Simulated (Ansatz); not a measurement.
SiC under changes of volume

One of the cells (10.313 Å³/atom); the others are scaled copies at fixed shape and fractional positions:

```
Si C
1.0
     3.07569    0.00000    0.00000
    -1.53785    2.66363    0.00000
     0.00000    0.00000   10.07065
Si C
4 4
Direct
  0.00000 0.00000 0.18789
  0.00000 0.00000 0.68789
  0.33333 0.66667 0.43784
  0.66667 0.33333 0.93784
  0.00000 0.00000 0.00046
  0.00000 0.00000 0.50046
  0.33333 0.66667 0.24980
  0.66667 0.33333 0.74980
```

The cell is a database's computed one.

```yaml
Program: Ansatz 0.2.0
Functional: BLYP
Dispersion: D3(BJ)
Potentials_or_basis: Ansatz PAW
Cutoff: "420 eV (not typed: the program's choice for these potentials)"
k_mesh: 10 × 10 × 3
Occupations: fermi-dirac, width 0.05 eV
Spin: no spin polarisation
```

```tsv
volume (Å³/atom)	energy over the lowest point (meV/atom)	pressure (GPa)	gap on the mesh (eV)	largest force (eV/Å)
9.694	?	?	?	?
9.900	7.62	7.8	2.54	0.013
10.107	0.81	2.9	2.54	0.013
10.313	0.00	-1.6	2.53	0.017
10.519	4.62	-5.6	2.52	0.020
10.726	14.17	-9.2	2.51	0.022
10.932	28.12	-12.5	2.50	0.025
```

Problem. What does the run at 9.694 Å³/atom give?

Solution. Energy over the lowest point 21.05 meV/atom; pressure 13.2 GPa; gap on the mesh 2.55 eV; largest force 0.017 eV/Å.

Worked out: A Birch-Murnaghan fit of order 3 (a polynomial in V^(-2/3)) to the other rows has its minimum at 10.24 Å³/atom with B0 = V·E''(V) = 216 GPa and B' = 4.0 at fixed shape and positions, which overstates the stiffness. It gives 21.03 meV/atom at 9.694 Å³/atom, against the run's 21.05, and -dE/dV = 13.2 GPa, against 13.2. A straight line through the other rows of the gap, of slope -0.431 eV per unit of ln V, extrapolates to 2.55 eV, against the run's 2.55.

Energies are extrapolated to zero smearing.

Caveats: odd divisions of the mesh miss points on the zone boundary, where band edges often lie, so the gap on the mesh can be too wide; the PAW data sets come from PBE, with cores solved anew for the run's functional, which leaves a small shift of forces and pressure.

A mesh can miss the band edges.
